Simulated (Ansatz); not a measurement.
**Beryllium, diamond: HSE06 at the PBE geometry**

How do the levels change when part of the exchange is made exact, and what does it cost? Spin polarisation is left out. The cell comes from an earlier PBE relaxation. Exact exchange is dear, so the k-mesh is coarse, and PBE is run on the same mesh for comparison.

Program: Ansatz 0.2.0. Level of theory: DFT, plane waves (420 eV) with PBE-made PAW files, scalar-relativistic; functionals as named at each step. These are calculated values, not measurements.

## Step 1: The structure to begin with

The structure is cubic, space group Fd-3m (No. 227). Conventional cell: a = 4.899 Å, b = 4.899 Å, c = 4.899 Å, α = 90.00°, β = 90.00°, γ = 90.00°. Be (site symmetry -43m) is surrounded by 4 Be at 2.12 Å.

Coordinates:

```cif
data_structure
_symmetry_space_group_name_H-M 'Fd-3m:1'
_symmetry_Int_Tables_number 227
_cell_length_a 4.8989
_cell_length_b 4.8989
_cell_length_c 4.8989
_cell_angle_alpha 90.000
_cell_angle_beta 90.000
_cell_angle_gamma 90.000
_cell_volume 117.57
loop_
_atom_site_label
_atom_site_type_symbol
_atom_site_symmetry_multiplicity
_atom_site_Wyckoff_symbol
_atom_site_fract_x
_atom_site_fract_y
_atom_site_fract_z
_atom_site_occupancy
Be1 Be 8 b 0.75000 0.75000 0.75000 1
```

## Step 2: PBE, coarse mesh

The run with PBE.

Input file input.yaml:

```yaml
crystal:
  lattice:
    - [0.0, 2.4494676939, 2.4494676939]
    - [2.4494676939, 0.0, 2.4494676939]
    - [2.4494676939, 2.4494676939, 0.0]
  atoms:
    - { symbol: Be, position: [0.125, 0.125, 0.125] }
    - { symbol: Be, position: [0.875, 0.875, 0.875] }
hamiltonian:
  xc: pbe
  pseudopotentials:
    kind: paw
    azcp:
      Be: "pseudopotentials/Be.paw.azcp"
basis:
  ecutwfc: 420
  fft_grid_basis: typed
kpoints:
  mp_grid: { grid: [6, 6, 6], shift: [0, 0, 0] }
magnetization:
  spin_polarized: false
scf:
  occupations: { method: fermi_dirac, width: 0.1 }
```

On the command line:

```console
> ansatz run input.yaml --threads 4 --pin off --max-ram 8192MiB --backend cpu --events-out ev --progress --plain --runs-dir out
```

## Step 3: HSE06, coarse mesh

The run with HSE06.

Edit input.yaml of step 2 so:

```diff
@@ -9,3 +9,3 @@
 hamiltonian:
-  xc: pbe
+  xc: hse06
   pseudopotentials:
```

(Steps that only read results are left out.)

**Question.** What will these runs give? Wanted: PBE: gap; HSE06: gap; HSE06: relative to hcp.

**Answer**, as computed:

| quantity | value |
| --- | --- |
| PBE: gap | none (levels filled in part) |
| HSE06: gap | none (levels filled in part) |
| HSE06: SCF cycles, exchange loops | 11, 2 |
| HSE06: CPU time over that of PBE | 14 |
| HSE06: relative to hcp | +1761 meV/atom |

What this shows: Both PBE and HSE06 leave levels filled in part. HSE06 cost 14 times the CPU time of PBE. The exchange operator of HSE06 was renewed in 2 outer loops. The dense-mesh value adds -28.3 meV/atom, the change that PBE shows between the coarse mesh and its own dense run (not shown). Under HSE06 it lies 1761 meV/atom above hcp (computed apart in the same way); on such meshes a few tens of meV are uncertain for metals. The total energies in the logs cannot be compared from one functional to another.
